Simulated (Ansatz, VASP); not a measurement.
**One calculation of MgO, two programs**

Contents of INCAR:

```
SYSTEM = MgO
ALGO     = Normal         ! electronic algorithm
EDIFF    = 1E-6           ! SCF threshold, eV
ENCUT    = 520            ! plane-wave cutoff, eV
GGA      = CA             ! functional
ISIF     = 2              ! what is computed and relaxed
ISMEAR   = 0              ! smearing method
LASPH    = .True.         ! aspherical terms in the spheres
LCHARG   = .True.         ! write CHGCAR
LELF     = .True.         ! ELF
LREAL    = .False.        ! projectors in reciprocal space
LVHAR    = .True.       
LWAVE    = .False.        ! write WAVECAR
NBANDS   = 11             ! bands
NELM     = 60             ! most SCF steps
PREC     = Accurate       ! precision mode
SIGMA    = 0.01           ! smearing width, eV
```

Contents of KPOINTS:

```
k-points
0
Gamma
  10 10 10
  0 0 0
```

The input POSCAR:

```
MgO
1.0
    2.1003881376      2.1003881376      0.0000000000
   -2.1003881376      2.1003881376      0.0000000000
    0.0000000000      2.1003881376      2.0675985272
Mg O
1 1
Direct
    0.0000000000      0.0000000000      0.0000000000
    0.5000000000      0.5000000000      0.0000000000
```

Input for Ansatz:

```yaml
crystal:
  lattice:
    - [2.10038813757, 2.10038813757, 0.0]
    - [-2.10038813757, 2.10038813757, 0.0]
    - [0.0, 2.10038813757, 2.0675985272]
  atoms:
    - { symbol: Mg, position: [0.0, 0.0, 0.0] }
    - { symbol: O, position: [0.5, 0.5, 0.0] }
kpoints:
  mp_grid: { grid: [10, 10, 10] }
scf:
  occupations: { method: fixed }
  convergence: { dr2_threshold: 1.0e-10 }
hamiltonian:
  xc: lda
  pseudopotentials: { kind: all_electron, lapw: { basis_error: 0.0005 } }
output:
  forces: true
  stress: true
  eigenstates:
    kpoints:
      - [0.0, 0.0, 0.0]
      - [-0.5, -0.5, -0.5]
      - [-0.5, 0.5, 0.0]
      - [0.0, 0.0, -0.5]
      - [0.0, -0.5, -0.5]
      - [0.0, 0.5, 0.0]
      - [-0.5, 0.0, 0.0]
      - [-0.5, 0.0, -0.5]
  eigenvalues: true
```

Change from the starting cell: film at in-plane strain +0.01.

Alike in both runs: task single point; functional LDA; k mesh 10 × 10 × 10; no spin polarisation.

|  | VASP | Ansatz |
| --- | --- | --- |
| version | VASP 6.6.1 | Ansatz 0.2.0 |
| potentials or method | VASP PAW LDA potentials, release 64 (Mg, O) | all-electron LAPW, scalar-relativistic |
| plane-wave cutoff (eV) | 520 | see its input |
| occupations | gaussian, width 0.01 eV | fixed |

|  | VASP | Ansatz | Ansatz less VASP |
| --- | --- | --- | --- |
| gap on the k mesh at the Fermi level (eV) | 4.88 | 4.88 | +0.001 |
| pressure (GPa) | -4.0 | -2.0 | +1.93 |
| largest component of the traceless stress (GPa) | 2.31 | 2.31 | -0.003 |

Ansatz ran all-electron here, so the differences hold the error of VASP's frozen core and of both bases.
